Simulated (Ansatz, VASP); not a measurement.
**One calculation of ZnAu, two programs**

```
Zn Au
1.0
     3.08276    0.00000    0.00000
     0.00000    3.08276    0.00000
     0.00000    0.00000    3.08276
Zn Au
1 1
Direct
  0.50000 0.50000 0.50000
  0.00000 0.00000 0.00000
```

Change from the starting cell: volume scaled by 0.94, crystal datasets.

Alike in both runs: task electric field gradients; functional PBEsol; k mesh 13 × 13 × 13; occupations fermi-dirac, width 0.05 eV; no spin polarisation.

```csv
,VASP,Ansatz
version,VASP 6.6.1,Ansatz 0.2.0
potentials or method,"VASP PAW PBE potentials, release 64 (Zn, Au), cutoff 520 eV","all-electron PAW with datasets made for the crystal, scalar-relativistic"
```

|  | VASP | Ansatz | Ansatz less VASP |
| --- | --- | --- | --- |
| pressure (GPa) | 7.3 | 7.1 | -0.22 |
| Vzz of the field gradient on the site that differs most (V/Å²) | 0.0 | 0.0 | 0.00 |

Ansatz ran all-electron here, so the differences hold the error of VASP's frozen core and of both bases. Ansatz warned: «gradients_without_spin_orbit».

Caveats: the PAW data sets were made with another functional, which shifts forces and pressure a little (VASP). The runs have no spin-orbit coupling, so splittings on Au are missing.
